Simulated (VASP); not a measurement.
## MoP: relaxation of cell and atoms with PBE

MoP:

```
Mo P
1.0
     3.24210    0.00000    0.00000
    -1.62105    2.80774    0.00000
     0.00000    0.00000    3.19370
Mo P
1 1
Direct
  0.00000 0.00000 0.00000
  0.33333 0.66667 0.50000
```

```
Program                : VASP 6.6.1
Task                   : relaxation of cell and atoms
Functional             : PBE
Potentials or basis    : VASP PAW PBE potentials, release 64 (Mo_sv, P)
Cutoff                 : 600 eV
k mesh                 : 15 × 15 × 11
Occupations            : methfessel-paxton, width 0.1 eV
Spin                   : no spin polarisation
Further INCAR settings : ALGO = Normal; EDIFF = 1e-07; IBRION = 2; EDIFFG = -0.005; NSW = 90; ISIF = 3
```

```
Pressure after relaxing : 0.0 GPa
Band gap on the k mesh  : none (metal or under the smearing width)
```

Final structure:
```cif
data_structure
_symmetry_space_group_name_H-M 'P 1'
_symmetry_Int_Tables_number 1
_cell_length_a 3.2421
_cell_length_b 3.2421
_cell_length_c 3.1937
_cell_angle_alpha 90.000
_cell_angle_beta 90.000
_cell_angle_gamma 120.000
_cell_volume 29.07
loop_
_atom_site_label
_atom_site_type_symbol
_atom_site_fract_x
_atom_site_fract_y
_atom_site_fract_z
_atom_site_occupancy
Mo1 Mo 0.00000 0.00000 0.00000 1
P1 P 0.33333 0.66667 0.50000 1
```

Levels at points of the mesh, in eV from the Fermi level:
```csv
k point,band 7,band 8,band 9,band 10,band 11,band 12,band 13
"(0.00, 0.00, 0.00)",-3.31,-3.31,-0.68,0.26,0.26,4.05,4.05
```

Run time: 58 s on 1 thread of Intel(R) Xeon(R) Platinum 8488C (Sapphire Rapids), on a shared host, peak memory 0.22 GiB.

Caveat: the relaxation stopped at its first step, so nothing moved.
